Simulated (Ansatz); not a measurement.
## PbO2 under changes of volume

One of the cells (13.151 Å³/atom); the others are scaled copies at fixed shape and fractional positions:

```xyz
3
Lattice="0.0000 2.7020 2.7020 2.7020 0.0000 2.7020 2.7020 2.7020 0.0000" Properties=species:S:1:pos:R:3 pbc="T T T"
Pb    0.0000    0.0000    0.0000
O     4.0530    4.0530    4.0530
O     1.3510    1.3510    1.3510
```

The cell comes from a database or a generator and needn't be the stable form of this composition.

```yaml
Program: Ansatz 0.2.0
Functional: PBEsol
Potentials_or_basis: Ansatz PAW
Cutoff: "420 eV (not typed: the program's choice for these potentials)"
k_mesh: 9 × 9 × 9
Occupations: fermi-dirac, width 0.05 eV
Spin: no spin polarisation
```

| volume (Å³/atom) | energy over the lowest point (meV/atom) | pressure (GPa) |
| --- | --- | --- |
| 12.362 | 2.84 | 3.4 |
| 12.625 | 0.00 | 0.0 |
| 12.888 | 2.51 | -3.0 |
| 13.151 | 9.70 | -5.7 |
| 13.414 | ? | ? |
| 13.677 | 35.96 | -10.1 |
| 13.940 | 54.16 | -11.9 |

Task: What does the run at 13.414 Å³/atom give?

Result: Energy over the lowest point 21.04 meV/atom; pressure -8.0 GPa.

Worked out: A Birch-Murnaghan fit of order 3 (a polynomial in V^(-2/3)) to the other rows has its minimum at 12.63 Å³/atom with B0 = V·E''(V) = 155 GPa and B' = 5.0. It gives 21.01 meV/atom at 13.414 Å³/atom, against the run's 21.04, and -dE/dV = -8.1 GPa, against -8.0.

Energies are extrapolated to zero smearing.

Caveats: the PAW data sets come from PBE, with cores solved anew for the run's functional, which leaves a small shift of forces and pressure.
